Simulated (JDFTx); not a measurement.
Runs of JDFTx 1.7.0 (patched build) on BAs. Symmetry: F-43m, No. 216, cubic system. Conventional cell: a = 4.777 Å, b = 4.777 Å, c = 4.777 Å, α = 90.00°, β = 90.00°, γ = 90.00°. As (site symmetry -43m) is surrounded by 4 B at 2.07 Å. B (site symmetry -43m) has 4 As at 2.07 Å as nearest neighbours. 

```tsv
task	level	potentials or basis	spin	cell	k mesh	cutoff (eV)	smearing	density cutoff over wavefunction cutoff	max SCF steps	SCF threshold on the energy	solver of the electrons	further solve for the empty bands	mesh quality	gap on the mesh (eV)	pressure (GPa)
single point	PBE	PseudoDojo-SR-PBE-0.5-standard	off	as given	10 × 10 × 10	1143	fermi-dirac 0.05 eV	4	100	1e-08 Ha	scf	yes	not flagged	1.20	2.7
single point	PBE	PseudoDojo-SR-PBE-0.5-standard	off	atoms moved at random, drawn with an rms of 0.05 Å	10 × 10 × 10	1143	fermi-dirac 0.05 eV	4	100	1e-08 Ha	scf	yes	not flagged	0.67	3.0
single point	BJ06	SG15-PBE-1.2	off	as given	8 × 8 × 8	1088	fermi-dirac 0.05 eV	8	100	1e-09 Ha	scf	yes	not flagged	1.37	-
single point	r2SCANh	SG15-PBE-1.2	off	as given	4 × 4 × 4	816	fermi-dirac 0.05 eV	8	100	1e-07 Ha	scf	yes	coarse	(a)	1.6
single point	PBE	PseudoDojo-FR-PBE-0.4-standard	SOC, no magnetisation	as given	10 × 10 × 10	1143	fermi-dirac 0.05 eV	8	100	1e-08 Ha	scf	yes	not flagged	(b)	2.8
```

Question: Fill in the values left out.

Answer: (a) 2.03; (b) 1.13.

Caveats: some runs use coarse meshes; the empty levels aren't tightly converged (some runs); the potentials were made for another functional, which shifts forces and pressure (some runs); a model potential gives levels but no total energy (some runs).

A k mesh can miss the band edges, and rows without SOC leave out spin-orbit coupling on As.

The runs don't all hold the same shells in valence.
